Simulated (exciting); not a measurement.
A run of exciting (release sodium) is set up as follows.

input.xml

```xml
<input>
  <title>Si</title>
  <structure speciespath="./" tshift="false">
    <crystal scale="1">
      <basevect>0.000000000000 5.143553294473 5.143553294473</basevect>
      <basevect>5.143553294473 0.000000000000 5.143553294473</basevect>
      <basevect>5.143553294473 5.143553294473 0.000000000000</basevect>
    </crystal>
    <species speciesfile="Si.xml" rmt="2">
      <atom coord="0.500000000000 0.500000000000 0.500000000000"/>
      <atom coord="0.750000000000 0.750000000000 0.750000000000"/>
    </species>
  </structure>
  <groundstate do="fromscratch" ngridk="5 5 5" rgkmax="6.5" gmaxvr="14" lmaxapw="10" lmaxmat="10" lmaxvr="8" xctype="GGA_PBE" stype="Gaussian" swidth="0.00073499" nempty="10" ValenceRelativity="iora*" epsengy="1e-05" epspot="1e-05" maxscl="60" tforce="true" outputlevel="normal"/>
</input>
```

Potentials or basis: all-electron LAPW+lo, shipped species files, valence relativity iora*.

Run with:

```console
$ OMP_NUM_THREADS=1 exciting_smp
```

(1) Predict the band gap on the k mesh.

Answers

(1) 0.59 eV, indirect (least direct gap 2.55 eV).

Caveat: an odd mesh through Γ misses points on the zone boundary, where band edges often lie.
